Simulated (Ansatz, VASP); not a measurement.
**Two plane-wave programs on Zn3H**

```
Zn H
1.0
     0.00000    2.99658    2.99658
     2.99658    0.00000    2.99658
     2.99658    2.99658    0.00000
Zn H
3 1
Direct
  0.50000 0.50000 0.50000
  0.25000 0.25000 0.25000
  0.75000 0.75000 0.75000
  0.00000 0.00000 0.00000
```

The cell was built by a generator and needn't be a form met in nature.

Alike in both runs: task band structure; functional r2SCAN; k mesh 6 × 6 × 6; occupations fermi-dirac, width 0.05 eV; no spin polarisation.

```csv
,VASP,Ansatz
version,VASP 6.6.1,Ansatz 0.2.0
potentials or method,"VASP PAW PBE potentials, release 64 (Zn, H)",Ansatz PAW
plane-wave cutoff (eV),520,500
valence electrons in the cell,37,37
```

```csv
,VASP,Ansatz,Ansatz less VASP
gap on the k mesh at the Fermi level (eV),none,none,-
pressure (GPa),-3.1,-3.4,-0.31
```

A gap of «none» marks a metal or a gap that the smearing closes.

Caveats: the PAW data sets were made with another functional, which shifts forces and pressure a little (VASP); the PAW data sets come from PBE, with cores solved anew for the run's functional, which leaves a small shift of forces and pressure (Ansatz).
